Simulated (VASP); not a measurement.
# CdS (Greenockite) (P6_3mc) in VASP: a series of runs, part 2 of 2

VASP 6.6.1.

### Step 4. Single point, HSE06

POSCAR reads:

```
CdS
1.0
    4.1500000000      0.0000000000      0.0000000000
   -2.0750000000      3.5940054257      0.0000000000
    0.0000000000      0.0000000000      6.7370000000
Cd S
2 2
Direct
    0.6666666667      0.3333333333      0.5000000000
    0.3333333333      0.6666666667      0.0000000000
    0.6666666667      0.3333333333      0.8750000000
    0.3333333333      0.6666666667      0.3750000000
```

INCAR.step1 reads:

```
ALGO = Normal
EDIFF = 1E-5
ENCUT = 350
GGA = PE
ISIF = 2
ISMEAR = 0
LASPH = T
LCHARG = F
LREAL = F
LWAVE = T
NBANDS = 26
NELM = 100
NKRED = 1
PREC = Accurate
SIGMA = 0.01
```

INCAR.step2 reads:

```
ALGO = Normal
EDIFF = 1E-6
ENCUT = 350
GGA = PE
HFSCREEN = 0.2
ISIF = 2
ISMEAR = 0
ISTART = 1
LASPH = T
LCHARG = F
LHFCALC = T
LREAL = F
LWAVE = F
NBANDS = 26
NELM = 100
NKRED = 1
PREC = Accurate
PRECFOCK = Accurate
SIGMA = 0.01
```

KPOINTS reads:

```
k-points
0
Gamma
  3 3 2
```

Potentials or basis: VASP PAW PBE potentials, release 64 (Cd, S).

Launch:

```bash
cat potpaw_PBE.64/Cd/POTCAR potpaw_PBE.64/S/POTCAR > POTCAR
cp INCAR.step1 INCAR
mpirun -np 1 vasp_std > vasp.out
cp INCAR.step2 INCAR
mpirun -np 1 vasp_std > vasp.out
```

OUTCAR:

```text
EDIFF = 1E-6
   ENCUT = 350
   GGA = PE
   HFSCREEN = 0.2
   ISIF = 2
   ISMEAR = 0
   ISTART = 1
   LASPH = T
   LHFCALC = T
   LREAL = F
   NELM = 100
   NKRED = 1
   PREC = Accurate
   PRECFOCK = Accurate

 Found      6 irreducible k-points:

 Following reciprocal coordinates:
            Coordinates               Weight
  0.000000  0.000000  0.000000      1.000000
  0.333333  0.000000  0.000000      6.000000
  0.333333  0.333333  0.000000      2.000000
  0.000000  0.000000  0.500000      1.000000
  0.333333  0.000000  0.500000      6.000000
  0.333333  0.333333  0.500000      2.000000
   k-points           NKPTS =      6   k-points in BZ     NKDIM =     18   number of bands    NBANDS=     26
   number of dos      NEDOS =    301   number of ions     NIONS =      4
   total plane-waves  NPLWV =  32928
   dimension x,y,z NGX =    28 NGY =   28 NGZ =   42
   dimension x,y,z NGXF=    56 NGYF=   56 NGZF=   84
   ions per type =               2   2
   NGX,Y,Z   is equivalent  to a cutoff of  11.22, 11.22, 10.36 a.u.
   NGXF,Y,Z  is equivalent  to a cutoff of  22.43, 22.43, 20.73 a.u.
 SYSTEM =  unknown system
   PREC   = accura    normal or accurate (medium, high low for compatibility)
   ISTART =      1    job   : 0-new  1-cont  2-samecut
   ICHARG =      0    charge: 1-file 2-atom 10-const
   ISPIN  =      1    spin polarized calculation?
   LNONCOLLINEAR =      F non collinear calculations
   LSORBIT =      F    spin-orbit coupling
   LASPH  =      T    aspherical Exc in radial PAW
   ENCUT  =  350.0 eV  25.72 Ry    5.07 a.u.   6.33  6.33 10.28*2*pi/ulx,y,z
   NELM   =    100;   NELMIN=  2; NELMDL=  0     # of ELM steps
   EDIFF  = 0.1E-05   stopping-criterion for ELM
   LREAL  =      F    real-space projection
   EDIFFG = 0.1E-04   stopping-criterion for IOM
   NSW    =      0    number of steps for IOM
   IBRION =     -1    ionic relax: 0-MD 1-quasi-New 2-CG
   NFREE  =      0    steps in history (QN), initial steepest desc. (CG)
   ISIF   =      2    stress and relaxation
   ISYM   =      3    0-nonsym 1-usesym 2-fastsym
   POTIM  = 0.5000    time-step for ionic-motion
   TEBEG  =    0.0;   TEEND  =   0.0 temperature during run
   PSTRESS=    0.0 pullay stress
   NELECT =      36.0000    total number of electrons
   NUPDOWN=      -1.0000    fix difference up-down
   EMIN   =  10.00;   EMAX   =-10.00  energy-range for DOS
   EFERMI =   0.00;   METHOD = LEGACY
   ISMEAR =     0;   SIGMA  =   0.01  broadening in eV -4-tet -1-fermi 0-gaus
   EFERMI_NEDOS =   21; number of points for ismear=-14 and -15
   IALGO  =     38    algorithm
   IMIX   =      1    mixing-type and parameters
     AMIX     =   0.40;   BMIX     =  1.00
     AMIX_MAG =   1.60;   BMIX_MAG =  1.00
  volume/ion in A,a.u.               =      25.12       169.52
  Fermi-wavevector in a.u.,A,eV,Ry     =   1.162727  2.197236 18.394190  1.351935
  Thomas-Fermi vector in A             =   2.299285
   LORBIT       =      0    0 simple, 1 ext, 2 COOP (PROOUT), +10 PAW based schemes
   GGA     = PE    functional components
   LHFCALC =     T    Hartree Fock is set to
   PRECFOCK=accur.    Normal, Fast or Accurate (Low or Medium for compatibility)
   ENCUT4O =  -1.0   cutoff for four orbital integrals eV
   NKREDX  =     1    reduce k-point grid by
   NKREDY  =     1    reduce k-point grid by
   NKREDZ  =     1    reduce k-point grid by
   AEXX    =    0.2500 exact exchange contribution
   HFSCREEN=    0.2000 screening length (either q_TF or 0.3 A-1)
   HFSCREENC=   0.2000 screening length for correlation (either q_TF or 0.3 A-1)
   ENCUTFOCK=  -1.0 apply spherical cutoff to Coloumb kernel
   IVDW    =     0    specifies the selected vdW correction
   LEPSILON=     F    determine dielectric tensor
   LRPA    =     F    only Hartree local field effects (RPA)
 non-spin polarized calculation
 Gauss-broadening in eV      SIGMA  =   0.01
  energy-cutoff  :      350.00
  volume of cell :      100.48
 maximum number of plane-waves:      1520
 NGX is ok and might be reduce to    28

 number of electron      36.0000023 magnetization

 Free energy of the ion-electron system (eV)
  ---------------------------------------------------
  ext. energy  EPLUGINS =         0.00000000
  ---------------------------------------------------
  free energy    TOTEN  =       -15.13771687 eV

  energy without entropy =      -15.13771687  energy(sigma->0) =      -15.13771687

 E-fermi :   0.6691     XC(G=0):  -7.5175

 val. band max:        0.5579846455   @ k =   0.0000   0.0000   0.0000
 cond. band min:       2.8290941492   @ k =   0.0000   0.0000   0.0000
 fundamental gap:      2.2711095036
 Fermi energy:         0.6690871004

 k-point     1 :       0.0000    0.0000    0.0000
  band No.  band energies     occupation
      1     -12.9063      2.00000
      2     -12.4519      2.00000
      3      -8.2460      2.00000
      4      -8.2246      2.00000
      5      -8.2246      2.00000
      6      -8.1372      2.00000
[... 18 lines left out ...]
     25       9.3988      0.00000
     26       9.5322      0.00000

 k-point     2 :       0.3333    0.0000    0.0000
  band No.  band energies     occupation
      1     -12.5943      2.00000
      2     -12.3445      2.00000
      3      -8.1552      2.00000
      4      -8.1351      2.00000
      5      -8.0094      2.00000
      6      -7.9846      2.00000
[... 18 lines left out ...]
     25      10.0309      0.00000
     26      10.7641      0.00000

 k-point     3 :       0.3333    0.3333    0.0000
  band No.  band energies     occupation
      1     -12.3676      2.00000
      2     -12.3676      2.00000
      3      -8.1618      2.00000
      4      -8.0018      2.00000
      5      -8.0018      2.00000
      6      -7.9324      2.00000
[... 18 lines left out ...]
     25      10.5851      0.00000
     26      10.5851      0.00000

 k-point     4 :       0.0000    0.0000    0.5000
  band No.  band energies     occupation
      1     -12.6727      2.00000
      2     -12.6727      2.00000
      3      -8.1876      2.00000
      4      -8.1876      2.00000
      5      -8.1876      2.00000
      6      -8.1876      2.00000
[... 18 lines left out ...]
     25       8.5682      0.00000
     26       8.5682      0.00000

 k-point     5 :       0.3333    0.0000    0.5000
  band No.  band energies     occupation
      1     -12.4583      2.00000
      2     -12.4583      2.00000
      3      -8.1068      2.00000
      4      -8.1068      2.00000
      5      -8.0583      2.00000
      6      -8.0583      2.00000
[... 18 lines left out ...]
     25       9.9794      0.00000
     26       9.9794      0.00000

 k-point     6 :       0.3333    0.3333    0.5000
  band No.  band energies     occupation
      1     -12.3555      2.00000
      2     -12.3555      2.00000
      3      -8.0538      2.00000
      4      -8.0538      2.00000
      5      -8.0318      2.00000
      6      -8.0318      2.00000
[... 18 lines left out ...]
     25      11.0591      0.00000
     26      11.0591      0.00000

------------------------ aborting loop because EDIFF is reached ----------------------------------------

  FORCE on cell =-STRESS in cart. coord.  units (eV):
  Direction    XX          YY          ZZ          XY          YZ          ZX
  --------------------------------------------------------------------------------------
  -------------------------------------------------------------------------------------
  Total        0.6881185      0.6881185      0.5740265      0.0000000      0.0000000     -0.0000000
  in kB       10.9718645     10.9718645      9.1526985      0.0000000      0.0000000     -0.0000000
  external PRESSURE =      10.3654759 kB  Pullay stress =       0.0000000 kB

 VOLUME and BASIS-vectors are now :
 -----------------------------------------------------------------------------
  energy-cutoff  :      350.00
  volume of cell :      100.48
      direct lattice vectors                 reciprocal lattice vectors
     4.150000000  0.000000000  0.000000000     0.240963855  0.139120547  0.000000000
    -2.075000000  3.594005426  0.000000000     0.000000000  0.278241094  0.000000000
     0.000000000  0.000000000  6.737000000     0.000000000  0.000000000  0.148434021

 POSITION                                       TOTAL-FORCE (eV/Angst)
 -----------------------------------------------------------------------------------
      2.07500      1.19800      3.36850         0.000000     -0.000000     -0.031368
     -0.00000      2.39600      0.00000        -0.000000      0.000000     -0.031368
      2.07500      1.19800      5.89487         0.000000      0.000000      0.031368
     -0.00000      2.39600      2.52637        -0.000000      0.000000      0.031368
 -----------------------------------------------------------------------------------
    total drift:                               -0.000000      0.000001     -0.000525

  FREE ENERGIE OF THE ION-ELECTRON SYSTEM (eV)
  ---------------------------------------------------
  free  energy   TOTEN  =       -15.1377168713 eV

  energy  without entropy=      -15.1377168713  energy(sigma->0) =      -15.13771687
```

Run time: 13 min. Hardware: 1 thread of Intel Xeon Platinum 8259CL at 2.50GHz (Skylake/Cascade Lake), shared host; peak memory 0.31 GiB.

These settings aren't checked as converged: the numbers below hold their error.

What came out:

* Free energy: -15.1377 eV
* Pressure: 1.0 GPa
* Largest force: 0.031 eV/Å
* Band gap on the k mesh: 2.27 eV, direct

Caveat: the k mesh is coarse (spacing up to 0.58 Å⁻¹), so the values aren't converged, least of all with exact exchange; the PAW data sets were made with another functional, which shifts forces and pressure a little.

### Step 5. Single point, HSE06

POSCAR is that of step 4.

INCAR.step1: that of step 4 with these lines changed.

```diff
@@ -2,3 +2,3 @@
 EDIFF = 1E-5
-ENCUT = 350
+ENCUT = 500
 GGA = PE
```

INCAR.step2: that of step 4 with these lines changed.

```diff
@@ -2,3 +2,3 @@
 EDIFF = 1E-6
-ENCUT = 350
+ENCUT = 500
 GGA = PE
@@ -17,3 +17,3 @@
 PREC = Accurate
-PRECFOCK = Accurate
+PRECFOCK = Fast
 SIGMA = 0.01
```

KPOINTS is that of step 4.

Launch:

```bash
cat potpaw_PBE.64/Cd/POTCAR potpaw_PBE.64/S/POTCAR > POTCAR
cp INCAR.step1 INCAR
mpirun -np 1 vasp_std > vasp.out
cp INCAR.step2 INCAR
mpirun -np 1 vasp_std > vasp.out
```

Wall time 5.1 min (1 thread of Intel Xeon Platinum 8259CL at 2.50GHz (Skylake/Cascade Lake), shared host); peak memory 0.3 GiB.

These settings aren't checked as converged: the numbers below hold their error.

What came out:

```
Free energy            : -15.1598 eV
Pressure               : 1.5 GPa
Largest force          : 0.032 eV/Å
Band gap on the k mesh : 2.28 eV, direct
```

Caveat: the k mesh is coarse (spacing up to 0.58 Å⁻¹), so the values aren't converged, least of all with exact exchange; the PAW data sets were made with another functional, which shifts forces and pressure a little.

### Step 6. Single point, HSE06

POSCAR is that of step 5.

INCAR.step1: that of step 5 with these lines changed.

```diff
@@ -2,3 +2,3 @@
 EDIFF = 1E-5
-ENCUT = 500
+ENCUT = 400
 GGA = PE
```

INCAR.step2: that of step 5 with these lines changed.

```diff
@@ -2,3 +2,3 @@
 EDIFF = 1E-6
-ENCUT = 500
+ENCUT = 400
 GGA = PE
```

KPOINTS reads:

```
k-points
0
Gamma
  4 4 2
```

Potentials or basis: VASP PAW PBE potentials, release 64 (Cd, S).

Launch:

```bash
cat potpaw_PBE.64/Cd/POTCAR potpaw_PBE.64/S/POTCAR > POTCAR
cp INCAR.step1 INCAR
mpirun -np 1 vasp_std > vasp.out
cp INCAR.step2 INCAR
mpirun -np 1 vasp_std > vasp.out
```

It took 8.2 min on 1 thread of Intel Xeon Platinum 8259CL at 2.50GHz (Skylake/Cascade Lake), shared host; peak memory 0.29 GiB.

The run converged, but some of its settings lie outside the range that counts as converged, so its numbers aren't taken as properties of the crystal.

Results:

```
Free energy            : -15.2523 eV
Pressure               : 0.8 GPa
Largest force          : 0.063 eV/Å
Band gap on the k mesh : 2.25 eV, direct
```

Caveat: the k mesh is coarse (spacing up to 0.47 Å⁻¹), so the values aren't converged, least of all with exact exchange; the PAW data sets were made with another functional, which shifts forces and pressure a little.

### Step 7. The reference run

An earlier run on the cell as given: functional PBEsol; potentials or basis VASP PAW PBE potentials, release 64 (Cd, S); cutoff 520 eV; k mesh 7 × 7 × 4; occupations fermi-dirac, width 0.05 eV; no spin polarisation.

- Pressure: -0.6 GPa
- Largest force: 0.067 eV/Å
- Band gap on the k mesh: 1.06 eV, direct
